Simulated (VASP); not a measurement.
Input of a VASP 6.6.1 run:

The input INCAR:

```
PREC     = Accurate       # precision mode
ENCUT    = 600            # plane-wave cutoff, eV
EDIFF    = 1E-6           # SCF threshold, eV
ISMEAR   = -1             # smearing method
SIGMA    = 0.05           # smearing width, eV
LREAL    = F              # projectors in reciprocal space
LASPH    = T              # aspherical terms in the spheres
NELM     = 80             # most SCF steps
ALGO     = Normal         # electronic algorithm
ISIF     = 3              # what is computed and relaxed
LWAVE    = F              # write WAVECAR
LCHARG   = F              # write CHGCAR
GGA      = PE             # functional
IBRION   = 2              # ionic algorithm
NSW      = 60             # ionic steps
EDIFFG   = -0.02          # ionic threshold
```

Contents of KPOINTS:

```
Automatic mesh
0
Gamma
  6 6 3
```

The input POSCAR:

```
MgS
1.0
    4.0346224068      0.0000000000      0.0000000000
   -2.0173112034      3.4940854990      0.0000000000
    0.0000000000      0.0000000000      6.4322941800
S Mg
2 2
Direct
    0.6666666667      0.3333333333      0.8792441500
    0.3333333333      0.6666666667      0.3792441500
    0.3333333333      0.6666666667      0.9957548500
    0.6666666667      0.3333333333      0.4957548500
```

Potentials or basis: VASP PAW PBE potentials, release 64 (S, Mg).

Command:

```sh
$ cat potpaw_PBE.64/S/POTCAR potpaw_PBE.64/Mg/POTCAR > POTCAR
$ mpirun -np 1 vasp_std > vasp.out
```

Question: Predict the space group after relaxing (to 0.05 Å).

Answer: P6_3mc (No. 186).

Question: Predict the band gap on the k mesh.

Answer: 3.36 eV, direct.

Final structure:
```
S Mg
1.0
     4.05734    0.00000    0.00000
    -2.02867    3.51376    0.00000
     0.00000    0.00000    6.46342
S Mg
2 2
Direct
  0.66667 0.33333 0.87878
  0.33333 0.66667 0.37878
  0.33333 0.66667 0.99622
  0.66667 0.33333 0.49622
```

PBE gaps usually lie below the measured ones, often by a third to a half.
